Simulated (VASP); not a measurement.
# Fe (Im-3m) in VASP: notebook, part 2 of 2

VASP 6.6.1. The steps go on from the part before.

## Step 3: Relaxation of cell and atoms, PBE, collinear spin, ferromagnetic start

This run uses another cell than the first one, of 11.36 Å³/atom, 0.945 times its volume.

INCAR

```
  PREC = Accurate
  ENCUT = 700
  EDIFF = 1E-7
  ISMEAR = 0
  SIGMA = 0.1
  LREAL = F
  LASPH = T
  NELM = 150
  ALGO = Normal
  ISIF = 3
  LWAVE = F
  LCHARG = F
  ISPIN = 2
  MAGMOM = 2.5
  LORBIT = 11
  LMAXMIX = 4
  GGA = PE
  IBRION = 2
  NSW = 80
  EDIFFG = -0.002
```

KPOINTS

```
regular mesh
0
Gamma
  20 20 20
```

POSCAR

```
Fe                                      
1.0
   -1.4160807566      1.4160807566      1.4160807566
    1.4160807566     -1.4160807566      1.4160807566
    1.4160807566      1.4160807566     -1.4160807566
  Fe            
     1
Direct
     0.0000000000000000    0.0000000000000000    0.0000000000000000
```

Potentials or basis: VASP PAW PBE potentials, release 64 (Fe).

Run with:

```console
$ cat potpaw_PBE.64/Fe/POTCAR > POTCAR
$ mpirun -np 1 vasp_std > vasp.out
```

OUTCAR:

```text
PREC = Accurate
   ENCUT = 700
   EDIFF = 1E-7
   ISMEAR = 0
   LREAL = F
   LASPH = T
   NELM = 150
   ISIF = 3
   ISPIN = 2
   LORBIT = 11
   GGA = PE
   IBRION = 2
   NSW = 80
   EDIFFG = -0.002

 ion  position               nearest neighbor table
   1  0.000  0.000  0.000-

  LATTYP: Found a body centered cubic cell.
 ALAT       =     2.8321615132

  Lattice vectors:

 A1 = (  -1.4160807566,   1.4160807566,   1.4160807566)
[... 788 lines left out ...]
  -------------------------------------------------------------------------------------
  Total       -0.0016417     -0.0016417     -0.0016417      0.0000000      0.0000000     -0.0000000
  in kB       -0.2315692     -0.2315692     -0.2315692      0.0000000      0.0000000     -0.0000000
  external PRESSURE =      -0.2315692 kB  Pullay stress =       0.0000000 kB

 VOLUME and BASIS-vectors are now :
 -----------------------------------------------------------------------------
  energy-cutoff  :      700.00
  volume of cell :       11.36
      direct lattice vectors                 reciprocal lattice vectors
    -1.416080757  1.416080757  1.416080757     0.000000000  0.353087208  0.353087208
     1.416080757 -1.416080757  1.416080757     0.353087208  0.000000000  0.353087208
     1.416080757  1.416080757 -1.416080757     0.353087208  0.353087208  0.000000000

 POSITION                                       TOTAL-FORCE (eV/Angst)
 -----------------------------------------------------------------------------------
      0.00000      0.00000      0.00000        -0.000000      0.000000     -0.000000
 -----------------------------------------------------------------------------------
    total drift:                                0.000000      0.000000     -0.000000

  FREE ENERGIE OF THE ION-ELECTRON SYSTEM (eV)
  ---------------------------------------------------
  free  energy   TOTEN  =        -8.2446775100 eV

  energy  without entropy=       -8.2393596756  energy(sigma->0) =       -8.24201859

 reached required accuracy - stopping structural energy minimisation

 total charge

# of ion       s       p       d       tot
------------------------------------------
    1        0.487   0.542   6.240   7.269

 magnetization (x)

# of ion       s       p       d       tot
------------------------------------------
    1       -0.013  -0.056   2.263   2.194
```

Run time: 27 s. Hardware: 1 thread of Intel Xeon 6975P-C (Granite Rapids), shared host; peak memory 0.2 GiB.

Results:

```
Free energy                                           : -8.2447 eV
Pressure after relaxing                               : 0.0 GPa
Band gap on the k mesh                                : none (metal or under the smearing width)
Net moment                                            : 2.20 μB per cell
Site moments                                          : Fe +2.19 μB
Valence electrons inside the program's atomic spheres : Fe 7.27
```

Final structure:
```
CELL_PARAMETERS angstrom
-1.41608 1.41608 1.41608
1.41608 -1.41608 1.41608
1.41608 1.41608 -1.41608
ATOMIC_POSITIONS crystal
Fe 0.00000 0.00000 0.00000
```

Levels at points of the mesh, in eV from the Fermi level:
Spin up:
```csv
k point,band 1,band 2,band 3,band 4,band 5,band 6,band 7,band 8,band 9
"(0.00, 0.00, 0.00)",-8.43,-2.30,-2.30,-2.30,-1.09,-1.09,25.03,25.03,25.03
"(0.50, 0.00, 0.00)",-4.92,-3.39,-1.03,-0.90,0.38,0.52,7.36,18.37,20.23
"(0.50, 0.50, 0.50)",-4.85,-4.85,0.11,0.11,0.11,9.94,9.94,9.94,15.65
```
Spin down:
```csv
k point,band 1,band 2,band 3,band 4,band 5,band 6,band 7,band 8
"(0.00, 0.00, 0.00)",-8.26,-0.39,-0.39,-0.39,1.67,1.67,24.78,24.78
"(0.50, 0.00, 0.00)",-3.64,-1.67,0.63,1.52,1.92,2.61,8.73,18.42
"(0.50, 0.50, 0.50)",-3.02,-3.02,2.30,2.30,2.30,10.21,10.21,10.21
```

Caveat: the relaxation stopped at its first step, so nothing moved.

## Step 4: Vibrations by finite differences, PBE, collinear spin, ferromagnetic start

This run uses another cell than the first one, of 11.36 Å³/atom, 0.945 times its volume.

Edit INCAR of step 3 so:

```diff
@@ -2,3 +2,3 @@
   ENCUT = 700
-  EDIFF = 1E-7
+  EDIFF = 1E-8
   ISMEAR = 0
@@ -17,4 +17,6 @@
   GGA = PE
-  IBRION = 2
-  NSW = 80
-  EDIFFG = -0.002
+  NBANDS = 14
+  IBRION = 6
+  NFREE = 2
+  POTIM = 0.015
+  NSW = 1
```

KPOINTS is that of step 3.

POSCAR is that of step 3.

Run with:

```console
$ cat potpaw_PBE.64/Fe/POTCAR > POTCAR
$ mpirun -np 1 vasp_std > vasp.out
```

Run time: 32 min. Hardware: 1 thread of Intel Xeon 6975P-C (Granite Rapids), shared host; peak memory 1.4 GiB.

The run converged. Its results:

```yaml
Net_moment: 2.20 μB per cell
Site_moments: Fe +2.19 μB
Valence_electrons_inside_the_program's_atomic_spheres: Fe 7.27
Elastic_constants_C11_C12_C44: 264, 135, 95 GPa
Voigt_bulk_modulus: 178 GPa
```

Elastic tensor in Voigt notation (GPa, in the Cartesian axes of the cell as first typed):
```
264 135 135   0   0   0
135 264 135   0   0   0
135 135 264   0   0   0
  0   0   0  95   0   0
  0   0   0   0  95   0
  0   0   0   0   0  95
```

Clamped-ion elastic tensor (GPa):
```
264 135 135   0   0   0
135 264 135   0   0   0
135 135 264   0   0   0
  0   0   0  95   0   0
  0   0   0   0  95   0
  0   0   0   0   0  95
```

Caveat: elastic constants of metals need much finer meshes, so these are rough.
